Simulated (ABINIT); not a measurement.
The system is Cs.

```xyz
1
Lattice="-3.1285 3.1285 3.1285 3.1285 -3.1285 3.1285 3.1285 3.1285 -3.1285" Properties=species:S:1:pos:R:3 pbc="T T T"
Cs    0.0000    0.0000    0.0000
```

* Program: ABINIT 10.8.3 (patched build)
* Task: relaxation of cell and atoms
* Functional: LDA
* Potentials or basis: JTH PAW LDA v2.0
* Cutoff: 707 eV
* k mesh: 4 × 4 × 4
* Occupations: fermi-dirac, width 0.05 eV
* Spin: no spin polarisation

At the start: pressure -0.4 GPa; volume 122.48 Å³/atom.

Task: Where does the relaxation end?

Result: Over 6 steps the energy falls by 40.8 meV/atom and the volume is 93.12 Å³/atom (-24.0 %); space group Im-3m (No. 229, to 0.05 Å).

The path:
```
step  energy change (eV)  largest force (eV/Å)  pressure (GPa)  volume (Å³)
   1              0.0000                0.0000           -0.37       122.48
   2             -0.0003                0.0000           -0.37       122.34
   3             -0.0368                0.0000           -0.15       100.94
   4             -0.0403                0.0000            0.07        90.85
   5             -0.0407                0.0000           -0.01        93.59
   6             -0.0408                0.0000            0.00        93.12
```

Final structure:
```cif
data_structure
_symmetry_space_group_name_H-M 'P 1'
_symmetry_Int_Tables_number 1
_cell_length_a 4.9457
_cell_length_b 4.9457
_cell_length_c 4.9457
_cell_angle_alpha 109.471
_cell_angle_beta 109.471
_cell_angle_gamma 109.471
_cell_volume 93.12
loop_
_atom_site_label
_atom_site_type_symbol
_atom_site_fract_x
_atom_site_fract_y
_atom_site_fract_z
_atom_site_occupancy
Cs1 Cs 0.00000 0.00000 0.00000 1
```

Caveat: the volume moved by over 15 % at a fixed basis, so the end points are rough.
